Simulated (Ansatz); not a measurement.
Set up this calculation in Ansatz 0.2.0, as the native input.

```
Task                                : band structure
Functional                          : PBEsol
Potentials or basis                 : Ansatz PAW
Cutoff                              : 420 eV (not typed: the program's choice for these potentials)
k mesh                              : 8 × 8 × 8
Occupations                         : fermi-dirac, width 0.05 eV
Spin                                : spin-orbit coupling, no magnetisation
Path                                : [["G", "X", "Y", "S", "G", "Z", "S1", "N", "P", "Y1", "Z"], ["X", "P"]]
Points for each segment of the path : 14
```

Crystal: NbP.

```
Nb P
1.0
    -1.67492    1.67492    5.74011
     1.67492   -1.67492    5.74011
     1.67492    1.67492   -5.74011
Nb P
2 2
Direct
  0.24988 0.74988 0.50000
  0.49988 0.49988 0.00000
  0.83275 0.33275 0.50000
  0.08275 0.08275 0.00000
```

The cell is a database's computed one.

One way to write it, as run:

input.yaml

```yaml
crystal:
  lattice:
    - [-1.6749232544, 1.6749232544, 5.7401081759]
    - [1.6749232544, -1.6749232544, 5.7401081759]
    - [1.6749232544, 1.6749232544, -5.7401081759]
  atoms:
    - { symbol: Nb, position: [0.2498808, 0.7498808, 0.5] }
    - { symbol: Nb, position: [0.4998808, 0.4998808, 0.0] }
    - { symbol: P, position: [0.83274777, 0.33274777, 0.5] }
    - { symbol: P, position: [0.08274777, 0.08274777, 0.0] }
hamiltonian:
  xc: pbesol
  pseudopotentials: { kind: paw_fr }
magnetization:
  noncollinear: true
  spin_orbit: true
kpoints:
  mp_grid: { grid: [8, 8, 8] }
  band_path:
    path:
      - [[0.0, 0.0, 0.0], [-0.5, 0.5, 0.0], [-0.5, 0.5, -0.0425715708], [-0.2712857854, 0.2712857854, -0.2712857854], [0.0, 0.0, 0.0], [0.5, 0.5, -0.5], [0.2712857854, 0.7287142146, -0.7287142146], [0.0, 0.5, -0.5], [-0.25, 0.75, -0.25], [0.0425715708, 0.9574284292, -0.5], [0.5, 0.5, -0.5]]
      - [[-0.5, 0.5, 0.0], [-0.25, 0.75, -0.25]]
    npoints: 14
scf:
  occupations: { method: fermi_dirac, width: 0.05 }
  n_extra_bands: 10
output:
  forces: true
  stress: true
  eigenvalues: true
  fatbands: true
  write_density: true
  write_potential: true
  elf: true
  volumetric_format: npy
```

Potentials or basis: Ansatz PAW.

Command:

```console
$ ansatz run input.yaml --threads 2 --pin off --max-ram 5632MiB --backend cpu --events-out ev --progress --plain --runs-dir out
```

It gave:

- Pressure: -6.3 GPa
- Largest force: 0.019 eV/Å
- Band gap on the k mesh: none (metal or under the smearing width)

Caveat: the PAW data sets come from PBE, with cores solved anew for the run's functional, which leaves a small shift of forces and pressure.

It took 26 s on 2 threads of AMD EPYC 9R45 96-Core Processor (Zen 5), with other jobs on the host, peak memory 0.88 GiB.
